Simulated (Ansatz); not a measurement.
# TiO2 (Anatase) (I4_1/amd) in Ansatz: relaxation of cell and atoms with PBE

Aim: the relaxation of cell and atoms of TiO2 (Anatase) with PBE.

All numbers are computed with Ansatz 0.2.0; they aren't measurements. Logs are shortened: lines on timing, memory, paths and dates and some standing lists are left out, and cuts for length are marked.

### Step 1. Starting point

Symmetry: I4_1/amd, No. 141, tetragonal system. Conventional cell: a = 3.784 Å, b = 3.784 Å, c = 9.515 Å, α = 90.00°, β = 90.00°, γ = 90.00°. Ti (site symmetry -4m2) has 6 O at 1.93 to 1.98 Å as nearest neighbours. O (site symmetry 2mm) has 3 Ti at 1.93 to 1.98 Å as nearest neighbours.

### Step 2. Relaxation of cell and atoms, PBE

input.yaml reads:

```yaml
crystal:
  lattice:
    - [-1.8921, 1.8921, 4.7573]
    - [1.8921, -1.8921, 4.7573]
    - [1.8921, 1.8921, -4.7573]
  atoms:
    - { symbol: Ti, position: [0.75, 0.25, 0.5] }
    - { symbol: Ti, position: [0.0, 0.0, 0.0] }
    - { symbol: O, position: [0.7919, 0.7919, 0.0] }
    - { symbol: O, position: [0.5419, 0.0419, 0.5] }
    - { symbol: O, position: [0.9581, 0.4581, 0.5] }
    - { symbol: O, position: [0.2081, 0.2081, 0.0] }
hamiltonian:
  xc: pbe
  pseudopotentials: { kind: paw }
kpoints:
  mp_grid: { grid: [10, 10, 10] }
scf:
  occupations: { method: fermi_dirac, width: 0.05 }
output:
  forces: true
  stress: true
  eigenvalues: true
relax:
  f_tol: 0.01
  max_steps: 40
  cell: { stress_tol: 0.05 }
```

Potentials or basis: Ansatz PAW.

Command:

```console
ansatz run input.yaml --threads 2 --pin off --max-ram 5632MiB --backend cpu --events-out ev --progress --plain --runs-dir out
```

The log of the run:

```text
Warning: RAYON_NUM_THREADS=2 ignored (pool sized by the plan → 2); use --threads N
basis.fft_grid_basis auto: the FFT boxes are laid along the combinations [[1, 0, 1], [0, 1, 1], [0, 0, 1]] of the cell's own vectors, 3.784, 3.784 and 5.458 Å long. The dense box has 27×27×40 points. Along the cell's own vectors, as sized, it would have 40×40×40, 2.19 times as many. Of the 16 symmetry operations that the crystal satisfies within crystal.symmetry.tolerance (time reversal apart; of a slab, those that keep its plane) the dense box along the cell's own vectors carries 16, and the one as laid loses 14 of those. basis.fft_grid_basis: typed keeps the cell's own vectors: state it where this run's energies or levels are differenced outside the engine with another run's, or held beside a run that keeps those vectors.
Engine: ansatz 0.2.0, aarch64-unknown-linux-gnu
Pseudopotentials: kind: paw
Pseudopotential: Ti, paw, valence charge 12, recommended cutoff 420 eV (normal), Ti.paw.azcp
Pseudopotential: O, paw, valence charge 6, recommended cutoff 420 eV (normal), O.paw.azcp
Functional definition: PBE
  parameter kappa = 0.804
  parameter beta = 0.06672455060314922
  exchange = pbe_x(kappa = kappa, mu = beta*pi^2/3)
  correlation = pbe_c(beta = beta)
Crystal: 6 atoms, lattice volume = 68.125 Å³
Basis set: ecut = 420 eV, 1315 PW (Γ), FFT grids on a1+a3, a2+a3, a3, exchange–correlation on 54×54×80 points (8 copies of the dense FFT grid, shifted against one another)
Bands: 30, of which v1, the nominal top of the filled ones, is band 24 counted from 1 (23 counted from 0)
Symmetry: 16 space group operations
Space group: I41/amd (ITA 141), of the structure as read, at distance tolerance 4.1e-5 Å
k-points: 102 of 1000
Non-local potential: Ti, projectors of the file, l = 0: 3, l = 1: 2, l = 2: 3, l = 3: 1
Non-local potential: O, projectors of the file, l = 0: 2, l = 1: 2, l = 2: 1
PAW form: soft (Blöchl's): semilocal exchange-correlation on the pseudo side does not see the compensation charge
PAW one-centre angular grid: Ti, 590 points (default); XC on 64 Gauss nodes
PAW one-centre angular grid: O, 110 points (default); XC on 64 Gauss nodes
Initial density: superposition of atomic densities (neutral atoms: chi_scale 0, normalization atom), corrected by the library's trained network
Initial wavefunctions: pseudopotential atomic-orbital guess
Functional: x = pbe(κ = 0.804, μ = 0.2195149727645171), c = pbe(β = 0.06672455060314922)
SCF iter   1: F=—  HF=-7277.469277 eV  |F-HF|=—  |Δ(HF+E_count)|=         —  Δρ=3.44e-3  dr2=3.14e-3  ethr=1.77e-3  ⟨swp⟩=4.7  Hψ=12489  notcnv=0
preconditioner: auto → none  [insulator: Δε(μ)=2.152 eV  Ē_g=9.665 eV  σ=0.050 eV  W_gap=1.00  n_scr=14 (ndim 8)  ℏωp=25.4 eV  f_vac=0.102  D(μ)=0.00/eV (n_scr^D=0)  ε∞_Penn≈7.9]
SCF iter   2: F=—  HF=-7277.470922 eV  |F-HF|=—  |Δ(HF+E_count)|=   1.64e-3  Δρ=2.63e-3  dr2=3.48e-3  ethr=6.54e-6  ⟨swp⟩=2.9  Hψ=6660  notcnv=0  defer=162
SCF iter   3: F=—  HF=-7277.470785 eV  |F-HF|=—  |Δ(HF+E_count)|=   1.36e-4  Δρ=1.47e-3  dr2=1.01e-3  ethr=6.54e-6  ⟨swp⟩=2.0  Hψ=4809  notcnv=0  defer=162
SCF iter   4: F=—  HF=-7277.470900 eV  |F-HF|=—  |Δ(HF+E_count)|=   1.15e-4  Δρ=6.31e-4  dr2=1.73e-4  ethr=2.10e-6  ⟨swp⟩=2.1  Hψ=3522  notcnv=0  defer=162
SCF iter   5: F=—  HF=-7277.470937 eV  |F-HF|=—  |Δ(HF+E_count)|=   3.69e-5  Δρ=1.36e-4  dr2=7.99e-6  ethr=3.61e-7  ⟨swp⟩=2.0  Hψ=3793  notcnv=0  defer=162
SCF iter   6: F=—  HF=-7277.470801 eV  |F-HF|=—  |Δ(HF+E_count)|=   1.36e-4  Δρ=1.24e-5  dr2=2.49e-8  ethr=2.08e-10  ⟨swp⟩=6.9  Hψ=15256  notcnv=0
SCF iter   7: F=-7277.470801 eV  HF=-7277.470801 eV  |F-HF|=1.46e-10  |Δ(HF+E_count)|=   5.95e-8  Δρ=1.39e-6  dr2=7.66e-10  ethr=5.19e-11  ⟨swp⟩=1.9  Hψ=10097  notcnv=0
SCF 1 converged in 7 iterations: F = -7277.470801 eV  dr2 = 7.66e-10
relax step   1: F+E_penalty+E_count = -7277.47080114 eV  Δ(F+E_penalty+E_count) = +0.000e0 eV  max|allowed force component| = 1.020e-1 eV/Å  Δτ_max = 0.0000 Å  P = +5.169 GPa  Ω = 68.125 Å³  (7 SCF iters, dr2 threshold 1.00e-7 eV, accepted)
Crystal: 6 atoms, lattice volume = 69.316 Å³
Basis set: ecut = 420 eV, 1341 PW (Γ), FFT grids on a1+a3, a2+a3, a3, exchange–correlation on 54×54×80 points (8 copies of the dense FFT grid, shifted against one another)
Initial density: handed on by an earlier stage of this run
Initial wavefunctions: those handed on with the density
iter 1 solved again at ethr=1.03e-5 eV; its pass at ethr=3.10e-3 eV (dr2=4.93e-3 eV) is discarded
SCF iter   1: F=—  HF=-7277.491484 eV  |F-HF|=—  |Δ(HF+E_count)|=         —  Δρ=2.94e-3  dr2=5.28e-3  ethr=1.03e-5  ⟨swp⟩=1.2  Hψ=17725  notcnv=0
preconditioner: auto → none  [insulator: Δε(μ)=2.102 eV  Ē_g=9.528 eV  σ=0.050 eV  W_gap=1.00  n_scr=14 (ndim 8)  ℏωp=25.2 eV  f_vac=0.108  D(μ)=0.00/eV (n_scr^D=0)  ε∞_Penn≈8.0]
[... 49 lines left out ...]
SCF iter   4: F=-7277.499510 eV  HF=-7277.499510 eV  |F-HF|=1.38e-7  |Δ(HF+E_count)|=   9.79e-7  Δρ=1.64e-5  dr2=1.69e-7  ethr=5.74e-10  ⟨swp⟩=3.1  Hψ=11701  notcnv=0
SCF 6 converged in 4 iterations: F = -7277.499510 eV  dr2 = 1.69e-7
relax step   6: F+E_penalty+E_count = -7277.49950968 eV  Δ(F+E_penalty+E_count) = +2.991e-4 eV  max|allowed force component| = 4.957e-4 eV/Å  Δτ_max = 0.0025 Å  P = +0.012 GPa  Ω = 69.984 Å³  energy of the carried Pulay correction = -4.516e-4 eV  (4 SCF iters, dr2 threshold 2.75e-7 eV, accepted)
iter 1 solved again at ethr=6.35e-9 eV; its pass at ethr=3.10e-3 eV (dr2=3.05e-6 eV) is discarded
SCF iter   1: F=—  HF=-7277.499947 eV  |F-HF|=—  |Δ(HF+E_count)|=         —  Δρ=9.40e-5  dr2=3.57e-7  ethr=6.35e-9  ⟨swp⟩=4.0  Hψ=22127  notcnv=0
preconditioner: auto → Resta (q_TF=auto, 2.562 Å⁻¹)  ε∞=8.0  [insulator: Δε(μ)=2.135 eV  Ē_g=9.495 eV  σ=0.050 eV  W_gap=1.00  n_scr=22 (ndim 8)  ℏωp=25.1 eV  f_vac=0.106  D(μ)=0.00/eV (n_scr^D=0)  ε∞_Penn≈8.0]
SCF iter   2: F=—  HF=-7277.499857 eV  |F-HF|=—  |Δ(HF+E_count)|=   9.08e-5  Δρ=4.85e-5  dr2=1.74e-7  ethr=7.43e-10  ⟨swp⟩=2.1  Hψ=5516  notcnv=0
SCF iter   3: F=—  HF=-7277.499885 eV  |F-HF|=—  |Δ(HF+E_count)|=   2.80e-5  Δρ=2.11e-5  dr2=6.89e-8  ethr=3.62e-10  ⟨swp⟩=2.0  Hψ=4212  notcnv=0
SCF iter   4: F=—  HF=-7277.499890 eV  |F-HF|=—  |Δ(HF+E_count)|=   5.34e-6  Δρ=4.76e-6  dr2=7.01e-9  ethr=1.44e-10  ⟨swp⟩=2.0  Hψ=4075  notcnv=0
SCF iter   5: F=—  HF=-7277.499890 eV  |F-HF|=—  |Δ(HF+E_count)|=   2.35e-7  Δρ=1.13e-6  dr2=5.83e-10  ethr=1.46e-11  ⟨swp⟩=2.0  Hψ=4108  notcnv=0
SCF iter   6: F=-7277.499890 eV  HF=-7277.499890 eV  |F-HF|=5.09e-11  |Δ(HF+E_count)|=   1.37e-8  Δρ=3.31e-7  dr2=5.98e-11  ethr=1.00e-12  ⟨swp⟩=3.1  Hψ=12187  notcnv=0
SCF 7 converged in 6 iterations: F = -7277.499890 eV  dr2 = 5.98e-11
relax step   7: F+E_penalty+E_count = -7277.49989020 eV  Δ(F+E_penalty+E_count) = -3.805e-4 eV  max|allowed force component| = 5.237e-4 eV/Å  Δτ_max = 0.0000 Å  P = +0.018 GPa  Ω = 69.984 Å³  stress off target by 4.87e-2 GPa  SCF on the basis re-selected at this cell (its energy is not comparable with the rows above)  (6 SCF iters)
basis re-selected at this cell: Δ(F+E_penalty+E_count) = -3.805e-4 eV, ΔP = +0.005 GPa vs the last step (what re-selecting the basis moved, of the pressure what is left beyond the Pulay correction that the steps carried, after the strain that the cell walked since its last selection, with what the two solves' SCF thresholds leave and, on support functions, any second-order correction that the steps lacked; it is no measure of the basis error at this ecutwfc). This SCF's stress stands 4.87e-2 GPa from its target on what of the cell is left free (relax.cell.stress_tol is 5.00e-2 GPa) and its largest allowed force component is 5.24e-4 eV/Å (relax.f_tol is 1.00e-2 eV/Å): within both
SCF converged after 6 iterations
Free energy (F): -7277.499890 eV
Harris-Foulkes:  -7277.499890 eV  (|F-HF|=5.09e-11)
Internal energy: -7277.499890 eV  (E = F + TS)
E sigma→0 (E₀):  -7277.499890 eV
Fermi energy:    8.088751 eV
--- Per-component energies (eV) ---
  E_band       = -471.240676
  E_kinetic    = 1244.871464
  E_local      = -3615.905297  (includes V_loc(G=0)·N_el)
  E_nonlocal   = 196.372630
  E_hartree    = 1400.984831
  E_xc         = -492.102929
  E_vxc        = -623.124865  (∫ρ·V_xc dr)
  E_paw        = -2721.734701  (= ΣΔE_a)
  E_vpaw       = -475.434429  (= ΣTr[D̂ρ^β])
  E_aug_tail   = 0.010154  (compensation charges beyond the density's cutoff)
  E_ewald      = -3289.996042
  E_smearing   = -0.000000  (= −TS)
  E_closure    = 0.000000  (closes the sum)
  Σ components = -7277.499890   (vs F -7277.499890, Δ=0.00e0)
--- Forces (eV/Å), atoms counted from 1 ---
  atom   1  Ti     0.00000000     0.00000000     0.00000000
  atom   2  Ti     0.00000000     0.00000000     0.00000000
  atom   3  O      0.00000000    -0.00000000    -0.00052374
  atom   4  O      0.00000000     0.00000000    -0.00052374
  atom   5  O      0.00000000     0.00000000     0.00052374
  atom   6  O      0.00000000    -0.00000000     0.00052374
  max |Σ_I F_I| component: 8.67e-19 eV/Å
--- Stress (GPa, compression-positive) ---
        0.002400       0.000000       0.000000
        0.000000       0.002400      -0.000000
        0.000000       0.000000       0.048735
  P = ⅓ Tr σ = 0.0178 GPa (0.178 kbar)
--- Band table (eV; the first three rows and the last of 102) ---
  k-point 0: bands = ["-49.4279", "-49.3761", "-25.8684", "-25.6519", "-25.6519", "-25.5898", "-25.5898", "-25.5131", "-10.5811", "-9.5615", "-9.4877", "-9.1072", "3.0931", "3.1971", "3.1971", "3.5999", "4.9846", "4.9846", "5.0119", "6.1830", "6.1830", "6.1916", "6.5549", "6.5549", "9.1000", "9.7685", "10.9564", "10.9564", "10.9621", "10.9621"]
  k-point 1: bands = ["-49.4263", "-49.3770", "-25.8672", "-25.6683", "-25.6576", "-25.5991", "-25.5902", "-25.5102", "-10.4889", "-9.5068", "-9.4490", "-9.0833", "2.9979", "3.0813", "3.0874", "3.6144", "4.7916", "5.0734", "5.1216", "5.9641", "5.9830", "6.0961", "6.2379", "6.6699", "9.5085", "9.8311", "10.5335", "10.7384", "10.7949", "10.9076"]
  k-point 2: bands = ["-49.4216", "-49.3797", "-25.8640", "-25.7080", "-25.6721", "-25.6236", "-25.5890", "-25.5082", "-10.2344", "-9.3692", "-9.3427", "-9.0227", "2.6299", "2.8488", "3.0403", "3.7103", "4.3885", "4.8726", "5.0813", "5.3422", "5.4066", "5.8493", "6.3831", "6.7746", "9.8664", "10.0895", "10.2578", "10.5619", "10.6022", "11.0318"]
  k-point 101: bands = ["-49.4020", "-49.4020", "-25.6936", "-25.6936", "-25.6723", "-25.6723", "-25.5691", "-25.5691", "-10.0360", "-10.0360", "-9.3550", "-9.3550", "3.2747", "3.2747", "3.3454", "3.3454", "5.0061", "5.0061", "5.6455", "5.6455", "5.7415", "5.7415", "6.8736", "6.8736", "9.4234", "9.4234", "10.6847", "10.6847", "11.2434", "11.2434"]
--- Relaxed structure (5 steps of the walk, 5 accepted, 2 SCFs on fresh bases) ---
  F+E_penalty+E_count = -7277.49989020 eV   max|allowed force component| = 5.237e-4 eV/Å   (the final SCF, on the basis selected at the relaxed cell)
  cell:  # Å, volume = 69.9835 Å³
    - [-1.8996067926346618, 1.8996067926346618, 4.8485113909828135]
    - [1.8996067926346618, -1.8996067926346618, 4.8485113909828135]
    - [1.8996067926346618, 1.8996067926346618, -4.8485113909828135]
  atoms:
    - { symbol: Ti, position: [0.75, 0.25000000000000006, 0.5] }
    - { symbol: Ti, position: [-3.038704510220799e-20, -3.038704510220792e-20, -2.8296522047171115e-35] }
    - { symbol: O, position: [0.7935048805324438, 0.7935048805324438, 2.0709452513898707e-34] }
    - { symbol: O, position: [0.5435048805324438, 0.04350488053244369, 0.5000000000000001] }
    - { symbol: O, position: [0.9564951194675562, 0.4564951194675562, 0.5000000000000001] }
    - { symbol: O, position: [0.2064951194675563, 0.2064951194675563, 7.223119683356355e-35] }
```

Wall time 40 s (2 threads of Arm Neoverse V2, shared host); peak memory 0.47 GiB.

Results:

* Free energy: -7277.4999 eV
* Relaxed volume: 11.66 Å³/atom
* Relaxed cell: a = 5.543 Å, b = 5.543 Å, c = 5.543 Å, α = 139.92°, β = 139.92°, γ = 57.98°
* Space group after relaxing (to 0.05 Å): I4_1/amd (No. 141)
* Energy gained by relaxing: 4.8 meV/atom
* Ionic steps: 7
* Pressure after relaxing: 0.0 GPa
* Band gap on the k mesh: 2.13 eV, indirect (least direct gap 2.43 eV)

The path:
| step | energy change (eV) | largest force (eV/Å) | volume (Å³) |
| --- | --- | --- | --- |
| 1 | 0.0000 | 0.1020 | 68.13 |
| 2 | -0.0193 | 0.0324 | 69.32 |
| 3 | -0.0200 | 0.0059 | 69.85 |
| 4 | -0.0202 | 0.0028 | 69.88 |
| 5 | -0.0290 | 0.0025 | 69.88 |
| 6 | -0.0287 | 0.0005 | 69.98 |
| 7 | -0.0291 | 0.0005 | 69.98 |

Final structure:
```
Ti O
1.0
    -1.89961    1.89961    4.84851
     1.89961   -1.89961    4.84851
     1.89961    1.89961   -4.84851
Ti O
2 4
Cartesian
  0.0000 1.8996 2.4243
  0.0000 0.0000 0.0000
  0.0000 0.0000 7.6946
  0.0000 1.8996 0.4219
  0.0000 1.8996 4.4266
  0.0000 0.0000 2.0024
```

Caveat: the plane-wave basis is chosen anew once the cell has moved, so the energies of steps on either side of that aren't comparable; the pressure holds a Pulay correction of +0.7 GPa for the finite cutoff.
